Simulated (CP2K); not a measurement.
Runs of CP2K 2026.2 on ZnO (zincite). Symmetry: P6_3mc, No. 186, hexagonal system. The conventional cell has a = 3.249 Å, b = 3.249 Å, c = 5.206 Å, α = 90.00°, β = 90.00°, γ = 120.00°. Zn (site symmetry 3m) is surrounded by 4 O at 1.97 to 1.98 Å. Around O (site symmetry 3m) lie 4 Zn at 1.97 to 1.98 Å. 

```csv
task,level,potentials or basis,smearing,EPS_DEFAULT,NGRIDS,CUTOFF of the grids,points a segment of the path (NPOINTS),bands added on the path,pressure (GPa),largest force (eV/Å)
single point,PBE,"POTENTIAL_UZH Zn GTH-PBE-q12, O GTH-PBE-q6; TZVP-MOLOPT-PBE-GTH basis",fermi-dirac 0.05 eV,1.0E-10,5,600 Ry,-,-,6.2,-
band structure,LDA,"GTH_POTENTIALS Zn GTH-PADE-q12, O GTH-PADE-q6; TZVP-MOLOPT-PBE-GTH basis",fermi-dirac 0.1 eV,1.0E-9,4,600 Ry,8,2,-5.5,0.05
band structure,r2SCAN,"POTENTIAL_UZH Zn GTH-SCAN-q12, O GTH-SCAN-q6; TZVP-MOLOPT-SCAN-GTH basis",fermi-dirac 0.05 eV,1.0E-10,4,850 Ry,10,4,(b),0.06
band structure,PBEsol,"POTENTIAL_UZH Zn GTH-PBE-q12, O GTH-PBE-q6; TZVP-MOLOPT-PBE-GTH basis",fermi-dirac 0.1 eV,1.0E-10,5,600 Ry,10,4,(a),-
band structure,PBE,"POTENTIAL_UZH Zn GTH-PBE-q12, O GTH-PBE-q6; TZVP-MOLOPT-PBE-GTH basis",fermi-dirac 0.05 eV,1.0E-10,5,600 Ry,6,2,6.2,-
```

Alike in all rows: no spin polarisation; cell as given; k mesh 9 × 9 × 5.

Question: Fill in the values left out.

Answer: (a) 0.4; (b) -0.4.

Caveats: the basis of atomic orbitals isn't converged, which shifts pressures, moduli and gaps; the forces don't sum to zero, a sign of grid noise (some runs); the potentials were made for another functional, which shifts forces and pressure (some runs).

Not every run made on this cell is shown here.
